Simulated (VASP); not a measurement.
# Be2H (I4_1/amd) in VASP: further runs

Aim: see how the results for Be2H move with the level of theory and the settings. Levels: PBE, PBEsol, LDA. Tasks: relaxation of cell and atoms, electron localisation function.

Everything below comes from runs of VASP 6.6.1. Logs are shortened: lines on timing, memory, paths and dates and some standing lists are left out, and cuts for length are marked.

## Step 1: The crystal as given

Symmetry: I4_1/amd, No. 141, tetragonal system. Conventional cell: a = 3.094 Å, b = 3.094 Å, c = 5.765 Å, α = 90.00°, β = 90.00°, γ = 90.00°. Be (site symmetry 2/m) has 2 Be at 1.55 Å as nearest neighbours. Around H (site symmetry -4m2) lie 8 Be at 1.87 Å and 4 H at 2.11 Å.

The cell was built by a generator and needn't be a form met in nature.

## Step 2: Relaxation of cell and atoms, PBE

File INCAR:

```
PREC = Accurate
ENCUT = 600
EDIFF = 1E-6
ISMEAR = 0
SIGMA = 0.05
LREAL = F
LASPH = T
NELM = 60
ALGO = Fast
ISIF = 3
LWAVE = F
LCHARG = F
GGA = PE
IBRION = 2
NSW = 40
EDIFFG = -0.02
```

File KPOINTS:

```
regular mesh
0
Gamma
  12 12 12
```

File POSCAR:

```
Be2H
1.0
   -1.5471158900      1.5471158900      2.8827459400
    1.5471158900     -1.5471158900      2.8827459400
    1.5471158900      1.5471158900     -2.8827459400
Be H
4 2
Direct
    0.3750000000      0.6250000000      0.7500000000
    0.8750000000      0.6250000000      0.2500000000
    0.3750000000      0.1250000000      0.7500000000
    0.3750000000      0.6250000000      0.2500000000
    0.7500000000      0.2500000000      0.5000000000
    0.0000000000      0.0000000000      0.0000000000
```

Potentials or basis: VASP PAW PBE potentials, release 64 (Be, H).

Command:

```
> cat potpaw_PBE.64/Be/POTCAR potpaw_PBE.64/H/POTCAR > POTCAR
> mpirun -np 1 vasp_std > vasp.out
```

OUTCAR:

```text
PREC = Accurate
   ENCUT = 600
   EDIFF = 1E-6
   ISMEAR = 0
   LREAL = F
   LASPH = T
   NELM = 60
   ISIF = 3
   GGA = PE
   IBRION = 2
   NSW = 40
   EDIFFG = -0.02

 ion  position               nearest neighbor table
   1  0.375  0.625  0.750-   2 1.55   2 1.55   4 1.81   4 1.81   3 1.81   3 1.81
   2  0.875  0.625  0.250-   1 1.55   1 1.55   4 1.81   4 1.81   3 1.81   3 1.81
   3  0.375  0.125  0.750-   4 1.55   4 1.55   1 1.81   1 1.81   2 1.81   2 1.81
   4  0.375  0.625  0.250-   3 1.55   3 1.55   1 1.81   1 1.81   2 1.81   2 1.81
   5  0.750  0.250  0.500-
   6  0.000  0.000  0.000-

  LATTYP: Found a body centered tetragonal cell.
 ALAT       =     3.0942317800
 C/A-ratio  =     1.8633031686

  Lattice vectors:

 A1 = (  -1.5471158900,   1.5471158900,   2.8827459400)
 A2 = (   1.5471158900,  -1.5471158900,   2.8827459400)
 A3 = (   1.5471158900,   1.5471158900,  -2.8827459400)

Analysis of symmetry for initial positions (statically):
=====================================================================
 Subroutine PRICEL returns:
 Original cell was already a primitive cell.

 Routine SETGRP: Setting up the symmetry group for a
 body centered tetragonal supercell.

 Subroutine GETGRP returns: Found 16 space group operations
 (whereof  8 operations were pure point group operations)
 out of a pool of 16 trial point group operations.

The static configuration has the point symmetry D_2d.
 The point group associated with its full space group is D_4h.

Analysis of symmetry for dynamics (positions and initial velocities):
=====================================================================
 Subroutine PRICEL returns:
 Original cell was already a primitive cell.

 Routine SETGRP: Setting up the symmetry group for a
 body centered tetragonal supercell.

 Subroutine GETGRP returns: Found 16 space group operations
 (whereof  8 operations were pure point group operations)
 out of a pool of 16 trial point group operations.

The dynamic configuration has the point symmetry D_2d.
 The point group associated with its full space group is D_4h.

 Subroutine INISYM returns: Found 16 space group operations
 (whereof  8 operations are pure point group operations),
 and found     1 'primitive' translations

----------------------------------------------------------------------------------------

                                     Primitive cell

  volume of cell :      27.6002

  direct lattice vectors                    reciprocal lattice vectors
    -1.547115890  1.547115890  2.882745940     0.000000000  0.323181995  0.173445739
     1.547115890 -1.547115890  2.882745940     0.323181995  0.000000000  0.173445739
     1.547115890  1.547115890 -2.882745940     0.323181995  0.323181995  0.000000000

  length of vectors
     3.619027398  3.619027398  3.619027398     0.366783351  0.366783351  0.457048361

  position of ions in fractional coordinates (direct lattice)
     0.375000000  0.625000000  0.750000000
     0.875000000  0.625000000  0.250000000
     0.375000000  0.125000000  0.750000000
     0.375000000  0.625000000  0.250000000
     0.750000000  0.250000000  0.500000000
     0.000000000  0.000000000  0.000000000

  ion indices of the primitive-cell ions
   primitive index   ion index
                 1           1
                 2           2
                 3           3
                 4           4
                 5           5
                 6           6

----------------------------------------------------------------------------------------

 KPOINTS: regular mesh

Automatic generation of k-mesh.
 Grid dimensions read from file:
 generate k-points for:   12   12   12

 Generating k-lattice:

  Cartesian coordinates                     Fractional coordinates (reciprocal lattice)
     0.000000000  0.026931833  0.014453812     0.083333333  0.000000000 -0.000000000
     0.026931833  0.000000000  0.014453812     0.000000000  0.083333333 -0.000000000
     0.026931833  0.026931833  0.000000000     0.000000000  0.000000000  0.083333333

  Length of vectors
     0.030565279  0.030565279  0.038087363

  Shift w.r.t. Gamma in fractional coordinates (k-lattice)
     0.000000000  0.000000000  0.000000000

 Subroutine IBZKPT returns following result:
 ===========================================

 Found    163 irreducible k-points:

 Following reciprocal coordinates:
            Coordinates               Weight
  0.000000  0.000000  0.000000      1.000000
  0.083333 -0.000000  0.000000      8.000000
  0.166667  0.000000  0.000000      8.000000
  0.250000  0.000000  0.000000      8.000000
  0.333333  0.000000  0.000000      8.000000
  0.416667 -0.000000  0.000000      8.000000
[... 16 lines left out ...]
  0.500000  0.166667  0.000000     16.000000
 -0.416667  0.166667 -0.000000     16.000000
 [... further k-points ...]
   k-points           NKPTS =    163   k-points in BZ     NKDIM =    163   number of bands    NBANDS=      9
   number of dos      NEDOS =    301   number of ions     NIONS =      6
   total plane-waves  NPLWV =  27000
   dimension x,y,z NGX =    30 NGY =   30 NGZ =   30
   dimension x,y,z NGXF=    60 NGYF=   60 NGZF=   60
   ions per type =               4   2
   NGX,Y,Z   is equivalent  to a cutoff of  13.78, 13.78, 13.78 a.u.
   NGXF,Y,Z  is equivalent  to a cutoff of  27.56, 27.56, 27.56 a.u.
 SYSTEM =  unknown system
   PREC   = accura    normal or accurate (medium, high low for compatibility)
   ISTART =      0    job   : 0-new  1-cont  2-samecut
   ICHARG =      2    charge: 1-file 2-atom 10-const
   ISPIN  =      1    spin polarized calculation?
   LNONCOLLINEAR =      F non collinear calculations
   LSORBIT =      F    spin-orbit coupling
   LASPH  =      T    aspherical Exc in radial PAW
   ENCUT  =  600.0 eV  44.10 Ry    6.64 a.u.   7.23  7.23  7.23*2*pi/ulx,y,z
   NELM   =     60;   NELMIN=  2; NELMDL= -5     # of ELM steps
   EDIFF  = 0.1E-05   stopping-criterion for ELM
   LREAL  =      F    real-space projection
   EDIFFG = -.2E-01   stopping-criterion for IOM
   NSW    =     40    number of steps for IOM
   IBRION =      2    ionic relax: 0-MD 1-quasi-New 2-CG
   NFREE  =      1    steps in history (QN), initial steepest desc. (CG)
   ISIF   =      3    stress and relaxation
   ISYM   =      2    0-nonsym 1-usesym 2-fastsym
   POTIM  = 0.5000    time-step for ionic-motion
   TEBEG  =    0.0;   TEEND  =   0.0 temperature during run
   PSTRESS=    0.0 pullay stress
   NELECT =      10.0000    total number of electrons
   NUPDOWN=      -1.0000    fix difference up-down
   EMIN   =  10.00;   EMAX   =-10.00  energy-range for DOS
   EFERMI =   0.00;   METHOD = LEGACY
   ISMEAR =     0;   SIGMA  =   0.05  broadening in eV -4-tet -1-fermi 0-gaus
   EFERMI_NEDOS =   21; number of points for ismear=-14 and -15
   IALGO  =     68    algorithm
   IMIX   =      4    mixing-type and parameters
     AMIX     =   0.40;   BMIX     =  1.00
     AMIX_MAG =   1.60;   BMIX_MAG =  1.00
  volume/ion in A,a.u.               =       4.60        31.04
  Fermi-wavevector in a.u.,A,eV,Ry     =   1.167089  2.205479 18.532466  1.362098
  Thomas-Fermi vector in A             =   2.303594
   LORBIT       =      0    0 simple, 1 ext, 2 COOP (PROOUT), +10 PAW based schemes
   GGA     = PE    functional components
   LHFCALC =     F    Hartree Fock is set to
   AEXX    =    0.0000 exact exchange contribution
   IVDW    =     0    specifies the selected vdW correction
   LEPSILON=     F    determine dielectric tensor
   LRPA    =     F    only Hartree local field effects (RPA)
 conjugate gradient relaxation of ions
 non-spin polarized calculation
 RMM-DIIS sequential band-by-band and
 Gauss-broadening in eV      SIGMA  =   0.05
  energy-cutoff  :      600.00
  volume of cell :       27.60
 maximum number of plane-waves:       943
 NGX is ok and might be reduce to    30
   NGX = 15   NGY = 15   NGZ = 15

--------------------------------------- Ionic step        1  -------------------------------------------

 number of electron      10.0000000 magnetization

 Free energy of the ion-electron system (eV)
  ---------------------------------------------------
  ext. energy  EPLUGINS =         0.00000000
  ---------------------------------------------------
  free energy    TOTEN  =        -9.91500083 eV

  energy without entropy =       -9.91234062  energy(sigma->0) =       -9.91367072

 E-fermi :   8.4080     XC(G=0): -11.6471

 val. band max:        8.4067727736   @ k =   0.5000   0.1667   0.0000
 cond. band min:       8.4255991212   @ k =  -0.3333  -0.4167   0.3333
 fundamental gap:      0.0188263476
 Fermi energy:         8.4079792917

 k-point     1 :       0.0000    0.0000    0.0000
  band No.  band energies     occupation
      1      -5.3347      2.00000
      2       3.0795      2.00000
      3       5.7248      2.00000
      4       7.3969      2.00000
      5       8.2846      1.99951
      6       8.2846      1.99951
      7      12.0186      0.00000
      8      14.2663      0.00000
      9      15.4024      0.00000
[... 389 lines left out ...]
  FREE ENERGIE OF THE ION-ELECTRON SYSTEM (eV)
  ---------------------------------------------------
  free  energy   TOTEN  =       -16.0633239926 eV

  energy  without entropy=      -16.0612019635  energy(sigma->0) =      -16.06226298

[... ionic steps 4 to 9 ...]

--------------------------------------- Ionic step       10  -------------------------------------------

 number of electron      10.0000001 magnetization

------------------------ aborting loop because EDIFF is reached ----------------------------------------

  FORCE on cell =-STRESS in cart. coord.  units (eV):
  Direction    XX          YY          ZZ          XY          YZ          ZX
  --------------------------------------------------------------------------------------
  -------------------------------------------------------------------------------------
  Total        0.1534935      0.1534935      0.1795478      0.0000000      0.0000000      0.0000000
  in kB        4.9023782      4.9023782      5.7345177      0.0000000      0.0000000      0.0000000
  external PRESSURE =       5.1797581 kB  Pullay stress =       0.0000000 kB
[... 65 lines left out ...]
  energy  without entropy=      -16.0935607559  energy(sigma->0) =      -16.09448281

--------------------------------------- Ionic step       12  -------------------------------------------

 number of electron      10.0000001 magnetization

 Free energy of the ion-electron system (eV)
  ---------------------------------------------------
  ext. energy  EPLUGINS =         0.00000000
  ---------------------------------------------------
  free energy    TOTEN  =       -16.09581444 eV

  energy without entropy =      -16.09396950  energy(sigma->0) =      -16.09489197

 E-fermi :   3.5204     XC(G=0):  -9.5758

 val. band max:        3.5180384569   @ k =   0.1667   0.1667   0.0833
 cond. band min:       3.5297752741   @ k =  -0.1667  -0.2500   0.1667
 fundamental gap:      0.0117368172
 Fermi energy:         3.5203847036

 k-point     1 :       0.0000    0.0000    0.0000
  band No.  band energies     occupation
      1      -6.2698      2.00000
      2      -0.1942      2.00000
      3       2.6523      2.00000
      4       3.0533      2.00000
      5       3.5843      0.07055
      6       3.5843      0.07055
      7       4.1251      0.00000
      8       7.1168      0.00000
      9       7.8150      0.00000
[... 309 lines left out ...]
  FREE ENERGIE OF THE ION-ELECTRON SYSTEM (eV)
  ---------------------------------------------------
  free  energy   TOTEN  =       -16.0958144426 eV

  energy  without entropy=      -16.0939695038  energy(sigma->0) =      -16.09489197

 reached required accuracy - stopping structural energy minimisation
```

Run time: 4.3 min. Hardware: 1 thread of Intel Xeon Platinum 8488C (Sapphire Rapids), shared host; peak memory 0.2 GiB.

What came out:

| Quantity | Value |
| --- | --- |
| Free energy | -16.0958 eV |
| Relaxed volume | 8.44 Å³/atom |
| Relaxed cell | a = 4.323 Å, b = 4.323 Å, c = 4.323 Å, α = 126.34°, β = 126.34°, γ = 79.33° |
| Space group after relaxing (to 0.05 Å) | I4_1/amd (No. 141) |
| Energy gained by relaxing | 1030.1 meV/atom |
| Ionic steps | 12 |
| Pressure after relaxing | -0.2 GPa |
| Band gap on the k mesh | none (metal or under the smearing width) |

Step by step:
| step | energy change (eV) | largest force (eV/Å) | pressure (GPa) | volume (Å³) |
| --- | --- | --- | --- | --- |
| 1 | 0.0000 | 0.0000 | 130.67 | 27.60 |
| 2 | -6.0018 | 0.0000 | 10.56 | 45.44 |
| 3 | -6.1483 | 0.0000 | 3.47 | 48.76 |
| 4 | -6.0662 | 0.0000 | -6.30 | 55.90 |
| 5 | -6.1715 | 0.0000 | -0.38 | 51.09 |
| 6 | -6.1710 | 0.0000 | 0.49 | 50.52 |
| 7 | -6.1730 | 0.0000 | 0.49 | 50.48 |
| 8 | -6.1779 | 0.0000 | 0.48 | 50.35 |
| 9 | -6.1795 | 0.0000 | 0.54 | 50.07 |
| 10 | -6.1803 | 0.0000 | 0.52 | 50.16 |
| 11 | -6.1804 | 0.0000 | 0.51 | 50.20 |
| 12 | -6.1808 | 0.0000 | -0.22 | 50.67 |

Final structure:
```yaml
crystal:
  lattice:
    - [-1.95103, 1.95103, 3.32766]
    - [1.95103, -1.95103, 3.32766]
    - [1.95103, 1.95103, -3.32766]
  atoms:
    - { symbol: Be, position: [0.37500, 0.62500, 0.75000] }
    - { symbol: Be, position: [0.87500, 0.62500, 0.25000] }
    - { symbol: Be, position: [0.37500, 0.12500, 0.75000] }
    - { symbol: Be, position: [0.37500, 0.62500, 0.25000] }
    - { symbol: H, position: [0.75000, 0.25000, 0.50000] }
    - { symbol: H, position: [0.00000, 0.00000, 0.00000] }
```

Levels at points of the mesh, in eV from the Fermi level:
| k point | band 3 | band 4 | band 5 | band 6 | band 7 | band 8 |
| --- | --- | --- | --- | --- | --- | --- |
| (0.00, 0.00, 0.00) | -0.87 | -0.47 | 0.06 | 0.06 | 0.60 | 3.60 |
| (0.50, 0.00, 0.00) | -3.39 | -1.65 | -0.31 | 1.28 | 1.38 | 2.09 |
| (0.50, 0.50, 0.00) | -4.09 | -4.09 | -2.05 | -2.05 | 3.48 | 3.48 |
| (0.50, 0.50, 0.50) | -3.17 | -3.17 | -0.84 | -0.84 | 4.61 | 4.61 |

Caveat: the volume moved by over 15 % at a fixed basis, so the end points are rough.

## Step 3: Relaxation of cell and atoms, PBEsol

File INCAR:

```
SYSTEM = Be2H
PREC = Accurate
ENCUT = 600
EDIFF = 1E-6
ISMEAR = 0
SIGMA = 0.05
LREAL = .FALSE.
LASPH = .TRUE.
NELM = 60
ALGO = Fast
ISIF = 3
LWAVE = .FALSE.
LCHARG = .FALSE.
GGA = PS
IBRION = 2
NSW = 60
EDIFFG = -0.01
```

File KPOINTS:

```
Automatic mesh
0
G
  12 12 12
  0 0 0
```

POSCAR is that of step 2.

Potentials or basis: VASP PAW PBE potentials, release 64 (Be, H).

Command:

```
> cat potpaw_PBE.64/Be/POTCAR potpaw_PBE.64/H/POTCAR > POTCAR
> mpirun -np 1 vasp_std > vasp.out
```

It took 5 min on 1 thread of Intel Xeon Platinum 8488C (Sapphire Rapids), shared host; peak memory 0.2 GiB.

It converged, with:

* Free energy: -17.0091 eV
* Relaxed volume: 8.16 Å³/atom
* Relaxed cell: a = 4.132 Å, b = 4.132 Å, c = 4.132 Å, α = 121.17°, β = 121.17°, γ = 87.99°
* Space group after relaxing (to 0.05 Å): I4_1/amd (No. 141)
* Energy gained by relaxing: 1001.5 meV/atom
* Ionic steps: 17
* Pressure after relaxing: 0.0 GPa
* Band gap on the k mesh: none (metal or under the smearing width)

Stress tensor (GPa, compression positive):
```
-0.09  0.00  0.00
 0.00 -0.09  0.00
 0.00  0.00  0.18
```

Step by step:
```csv
step,energy change (eV),largest force (eV/Å),pressure (GPa),volume (Å³)
1,0.0000,0.0000,128.31,27.60
2,-5.8090,0.0000,10.33,45.06
3,-5.9477,0.0000,3.31,48.27
4,-5.8638,0.0000,-6.48,55.16
5,-5.9688,0.0000,-0.42,50.45
6,-5.9683,0.0000,0.45,49.90
7,-5.9721,0.0000,0.45,49.84
8,-5.9824,0.0000,0.47,49.66
9,-5.9859,0.0000,0.60,49.26
10,-5.9890,0.0000,0.61,49.09
11,-5.9945,0.0000,0.88,48.74
12,-6.0033,0.0000,1.83,47.94
13,-6.0076,0.0000,-0.39,49.18
14,-6.0082,0.0000,0.16,48.86
15,-6.0082,0.0000,0.12,48.88
16,-6.0084,0.0000,0.09,48.90
17,-6.0089,0.0000,0.00,48.96
```

Final structure:
```cif
data_structure
_symmetry_space_group_name_H-M 'P 1'
_symmetry_Int_Tables_number 1
_cell_length_a 4.1316
_cell_length_b 4.1316
_cell_length_c 4.1316
_cell_angle_alpha 121.165
_cell_angle_beta 121.165
_cell_angle_gamma 87.994
_cell_volume 48.96
loop_
_atom_site_label
_atom_site_type_symbol
_atom_site_fract_x
_atom_site_fract_y
_atom_site_fract_z
_atom_site_occupancy
Be1 Be 0.37500 0.62500 0.75000 1
Be2 Be 0.87500 0.62500 0.25000 1
Be3 Be 0.37500 0.12500 0.75000 1
Be4 Be 0.37500 0.62500 0.25000 1
H1 H 0.75000 0.25000 0.50000 1
H2 H 0.00000 0.00000 0.00000 1
```

Levels at points of the mesh, in eV from the Fermi level:
```
           k point  band 2  band 3  band 4  band 5  band 6  band 7  band 8  band 9
(0.00, 0.00, 0.00)   -3.89   -0.33   -0.25   -0.25    0.58    0.70    3.28    4.99
(0.50, 0.00, 0.00)   -7.11   -3.33   -0.85    0.13    0.48    1.04    1.33    4.81
(0.50, 0.50, 0.00)   -6.40   -4.01   -4.01   -1.88   -1.88    4.74    4.74    7.22
(0.50, 0.50, 0.50)   -6.65   -3.81   -3.81   -1.64   -1.64    4.83    4.83    7.40
```

Caveat: the volume moved by over 15 % at a fixed basis, so the end points are rough; the PAW data sets were made with another functional, which shifts forces and pressure a little.

## Step 4: Electron localisation function, LDA

File INCAR:

```
  ALGO = Normal
  EDIFF = 1E-7
  ENCUT = 520
  ISIF = 2
  ISMEAR = -1
  LASPH = True
  LCHARG = True
  LELF = True
  LREAL = On
  LWAVE = False
  NELM = 100
  PREC = Accurate
  SIGMA = 0.02
```

File KPOINTS:

```
k-points
0
Monkhorst-Pack
  12 12 12
```

File POSCAR:

```
Be2H
1.0
   -1.5471158900      1.5471158900      2.8827459400
    1.5471158900     -1.5471158900      2.8827459400
    1.5471158900      1.5471158900     -2.8827459400
Be H
4 2
Cartesian
    1.5471158900      0.7735579450      0.7206864850
    0.0000000000      0.7735579450      3.6034324250
    0.7735579450      1.5471158900     -0.7206864850
    0.7735579450      0.0000000000      2.1620594550
    0.0000000000      1.5471158900      1.4413729700
    0.0000000000      0.0000000000      0.0000000000
```

Potentials or basis: VASP PAW LDA potentials, release 64 (Be, H).

Command:

```
> cat potpaw_LDA.64/Be/POTCAR potpaw_LDA.64/H/POTCAR > POTCAR
> mpirun -np 1 vasp_std > vasp.out
```

It took 61 s on 1 thread of Intel Xeon Platinum 8488C (Sapphire Rapids), shared host; peak memory 0.15 GiB.

These settings aren't checked as converged (typed here: shifted = yes; LREAL = On): the numbers below hold their error.

What came out:

```yaml
Free_energy: -12.8864 eV
Pressure: 120.8 GPa
```

Caveat: a pressure of tens of GPa on the cell as given is suspect, and the run, the potentials or the cell itself is likely at fault.

## Step 5: The reference run

An earlier run on the cell as given: functional PBE; potentials or basis VASP PAW PBE potentials, release 64 (Be, H); cutoff 520 eV; k mesh 12 × 12 × 12; occupations fermi-dirac, width 0.05 eV; no spin polarisation.

* Pressure: 130.6 GPa
* Band gap on the k mesh: none (metal or under the smearing width)

## Step 6: Overview

| task | level | cell | cutoff (eV) | smearing | gap on the mesh (eV) | pressure (GPa) | relaxed volume (Å³/atom) |
| --- | --- | --- | --- | --- | --- | --- | --- |
| relaxation of cell and atoms | PBE | relaxed | 600 | gaussian 0.05 eV | none | -0.2 | 8.44 |
| relaxation of cell and atoms | PBEsol | relaxed | 600 | gaussian 0.05 eV | none | 0.0 | 8.16 |
| single point | PBE | as given | 520 | fermi-dirac 0.05 eV | none | 130.6 | - |

Alike in all rows: potentials or basis VASP PAW PBE potentials, release 64 (Be, H); no spin polarisation; k mesh 12 × 12 × 12.

Caveats: the volume moved by over 15 % at a fixed basis, so the end points are rough (some runs); the PAW data sets were made with another functional, which shifts forces and pressure a little (some runs); a pressure of tens of GPa on the cell as given is suspect, and the run, the potentials or the cell itself is likely at fault (some runs).

Absolute energies hang on the potentials; compare differences alone.
